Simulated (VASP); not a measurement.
Wanted: the native input for a VASP 6.6.1 run.

| Item | Value |
| --- | --- |
| Task | dielectric tensor |
| Functional | PBE |
| Potentials or basis | VASP PAW PBE potentials, release 64 (Cs_sv, I, Sn_d) |
| Cutoff | 520 eV |
| k mesh | 4 × 4 × 4 |
| Occupations | gaussian, width 0.02 eV |
| Spin | no spin polarisation |
| Ladder | gaps |
| Further INCAR settings | ALGO = Normal; EDIFF = 1e-08 |

The structure of Cs2SnI6 lies in POSCAR:

```
Cs2SnI6
1.0
    0.0000000000      5.8138000000      5.8138000000
    5.8138000000      0.0000000000      5.8138000000
    5.8138000000      5.8138000000      0.0000000000
Cs I Sn
2 6 1
Direct
    0.7500000000      0.7500000000      0.7500000000
    0.2500000000      0.2500000000      0.2500000000
    0.7546400000      0.7546400000      0.2453600000
    0.2453600000      0.2453600000      0.7546400000
    0.7546400000      0.2453600000      0.7546400000
    0.2453600000      0.7546400000      0.7546400000
    0.2453600000      0.7546400000      0.2453600000
    0.7546400000      0.2453600000      0.2453600000
    0.0000000000      0.0000000000      0.0000000000
```

The input as run:

INCAR

```
ALGO = Normal
EDIFF = 1E-8
ENCUT = 520
GGA = PE
ISIF = 2
ISMEAR = 0
KPAR = 4
LASPH = T
LCHARG = F
LEPSILON = T
LREAL = F
LWAVE = F
NELM = 60
PREC = Accurate
SIGMA = 0.02
```

KPOINTS

```
k-points
0
Gamma
  4 4 4
```

Potentials or basis: VASP PAW PBE potentials, release 64 (Cs_sv, I, Sn_d).

Run with:

```sh
$ cat potpaw_PBE.64/Cs_sv/POTCAR potpaw_PBE.64/I/POTCAR potpaw_PBE.64/Sn_d/POTCAR > POTCAR
$ mpirun -np 4 vasp_std > vasp.out
```

Results of the run:

```
Band gap on the k mesh                  : 0.16 eV, direct
Electronic dielectric tensor (diagonal) : 5.64
Born charges (mean of the diagonal)     : Cs +1.39; I -1.07; Sn +3.65 e
```

Caveat: the gap is small at this level, which inflates the dielectric constant; spin-orbit coupling is left out, which moves the levels of the heavy elements.

It took 22 min on 4 MPI ranks on Intel(R) Xeon(R) Platinum 8259CL CPU @ 2.50GHz (Skylake/Cascade Lake) (shared host), peak memory 1.1 GiB a rank.
